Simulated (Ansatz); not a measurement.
# Clamped-ion strain scan in HfO2

Level of theory: Ansatz, DFT PBE, scalar-relativistic, plane waves, PAW. Cutoff 420 eV, Γ-centred 8×8×8 k-points, Gaussian smearing of 0.05 eV. Spin–orbit coupling is left out, which can shift energies with elements as heavy as these. No spin polarisation. Energies are free energies at this smearing, counted from the undisturbed cell; pressure is positive in compression.

Zero of the scan (relaxed at this level; this fluorite-type form isn't the usual structure):

```
Hf O
1.0
     0.00000    2.54881    2.54881
     2.54881    0.00000    2.54881
     2.54881    2.54881    0.00000
Hf O
1 2
Direct
  0.00000 0.00000 0.00000
  0.25000 0.25000 0.25000
  0.75000 0.75000 0.75000
```

The cell is strained by ε times the Voigt pattern (0, 0, 0, 1, 0, 0) (xx, yy, zz, yz, xz, xy; engineering shear) with fractional coordinates fixed.

| ε | ΔE (meV/atom) |
| --- | --- |
| -0.0400 | 4.9 |
| -0.0200 | 1.2 |
| 0.0000 | 0.0 |
| 0.0050 | 0.0 |
| 0.0100 | 0.3 |
| 0.0150 | 0.7 |
| 0.0250 | 1.9 |
| 0.0300 | 2.7 |
| 0.0350 | 3.7 |

By symmetry 0.0400 repeats -0.0400, -0.0300 repeats 0.0300, 0.0200 repeats -0.0200, -0.0100 repeats 0.0100 in energy, with the opposite slope along the path.